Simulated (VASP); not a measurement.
A run of VASP 6.6.1:

The input INCAR:

```
ALGO = Normal
EDIFF = 1E-6
EDIFFG = -0.01
ENCUT = 600
GGA = PS
IBRION = 2
ISIF = 3
ISMEAR = 0
KPAR = 2
LASPH = True
LCHARG = False
LREAL = False
LWAVE = False
NELM = 80
NSW = 90
PREC = Accurate
SIGMA = 0.03
```

File KPOINTS:

```
k-points
0
Gamma
  12 12 3
```

File POSCAR:

```
SiC
1.0
    3.0756941497      0.0000000000      0.0000000000
   -1.5378470748      2.6636292679      0.0000000000
    0.0000000000      0.0000000000     10.0706464800
Si C
4 4
Direct
    0.6666666700      0.3333333300      0.9378419800
    0.3333333300      0.6666666700      0.4378419800
    0.0000000000      0.0000000000      0.6878943800
    0.0000000000      0.0000000000      0.1878943800
    0.6666666700      0.3333333300      0.7498025900
    0.3333333300      0.6666666700      0.2498025900
    0.0000000000      0.0000000000      0.5004600500
    0.0000000000      0.0000000000      0.0004600500
```

Potentials or basis: VASP PAW PBE potentials, release 64 (Si, C).

The run is started by

```bash
$ cat potpaw_PBE.64/Si/POTCAR potpaw_PBE.64/C/POTCAR > POTCAR
$ mpirun -np 2 vasp_std > vasp.out
```

Hardware: 2 MPI ranks on Intel(R) Xeon(R) Platinum 8488C (Sapphire Rapids), on a shared host.

Q: Estimate the wall time of this run.

A: Run time: 95 s on 2 MPI ranks on Intel(R) Xeon(R) Platinum 8488C (Sapphire Rapids) (shared host), peak memory 0.25 GiB a rank. Counts: scf iterations 24, k points 38, ion steps 3.
